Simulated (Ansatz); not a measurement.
# TiSi2: what changed settings do

The reference input for Ansatz (plane-wave DFT with PAW):

```yaml
crystal:
  lattice:
    - [-1.472872, 1.71213, 4.212083]
    - [1.472872, -1.71213, 4.212083]
    - [1.472872, 1.71213, -4.212083]
  atoms:
    - { symbol: Ti, position: [0.0, 0.0, 0.0] }
    - { symbol: Si, position: [0.329922, 0.329922, 0.0] }
    - { symbol: Si, position: [0.670078, 0.670078, 0.0] }
basis:
  ecutwfc: 420
kpoints:
  mp_grid: { grid: [6, 6, 6] }
hamiltonian:
  xc: pbe
scf:
  occupations: { method: gaussian, width: 0.1 }
output:
  forces: true
  stress: true
  eigenvalues: true
```

Command:

```bash
ansatz run input.yaml --threads 1 --pin off --max-ram 1331MiB --backend cpu --events-out ev --progress --plain --runs-dir out
```

The run converges in 6 SCF iterations on 46 irreducible k-points: pressure 0.44 GPa, largest force 0.171 eV/Å, no gap.

Settings here are deliberately varied, not converged. Each trial's input is given as a difference from the reference's; energies are extrapolated to zero smearing where there is one, and pressure is positive in compression.

Trial 1 (atoms moved):

```diff
 crystal:
   atoms:
-    - { symbol: Ti, position: [0.0, 0.0, 0.0] }
-    - { symbol: Si, position: [0.329922, 0.329922, 0.0] }
-    - { symbol: Si, position: [0.670078, 0.670078, 0.0] }
+    - { symbol: Ti, position: [-0.0052739646, -0.0403644721, 0.0281076971] }
+    - { symbol: Si, position: [0.2692675531, 0.3361724891, 0.0169652821] }
+    - { symbol: Si, position: [0.6014580101, 0.6621327259, -0.0688438415] }
 kpoints:
-  mp_grid: { grid: [6, 6, 6] }
+  mp_grid: { grid: [3, 1, 1], shift: [0, 0, 0.5] }
 scf:
-  occupations: { method: gaussian, width: 0.1 }
+  occupations: { method: gaussian, width: 0.0053 }
+  n_extra_bands: 2
+  mixing: { globalisation: backtrack }
+  initial_density: { chi_scale: 0, normalization: atom }
+  max_iter: 60
```

The run converges in 9 SCF iterations on 2 irreducible k-points: energy 102 meV per atom above the reference, pressure 4.25 GPa, largest force 1.395 eV/Å, gap on the sampled k-points 0.82 eV (the reference is a metal, so it comes from the sampling or the changed settings).

Trial 2:

```diff
 kpoints:
-  mp_grid: { grid: [6, 6, 6] }
+  mp_grid: { grid: [3, 6, 5] }
 hamiltonian:
-  xc: pbe
+  xc: lda
+accuracy: low
```

The run converges in 7 SCF iterations on 46 irreducible k-points: pressure -6.48 GPa, largest force 0.151 eV/Å, no gap. It warns that the mesh lowers the symmetry.

Trial 3 (atoms moved):

```diff
 crystal:
   atoms:
-    - { symbol: Ti, position: [0.0, 0.0, 0.0] }
-    - { symbol: Si, position: [0.329922, 0.329922, 0.0] }
-    - { symbol: Si, position: [0.670078, 0.670078, 0.0] }
+    - { symbol: Ti, position: [-0.002824, -0.0624671207, -0.0228895118] }
+    - { symbol: Si, position: [0.3988839967, 0.3399143091, 0.0576984533] }
+    - { symbol: Si, position: [0.649615121, 0.6543313162, 0.0088027606] }
 kpoints:
-  mp_grid: { grid: [6, 6, 6] }
+  mp_grid: { grid: [7, 1, 1] }
 scf:
-  occupations: { method: gaussian, width: 0.1 }
+  occupations: { method: methfessel_paxton }
 output:
+  dos: { projected: true }
```

The run converges in 9 SCF iterations on 4 irreducible k-points: energy 533 meV per atom above the reference, pressure 12.66 GPa, largest force 2.367 eV/Å.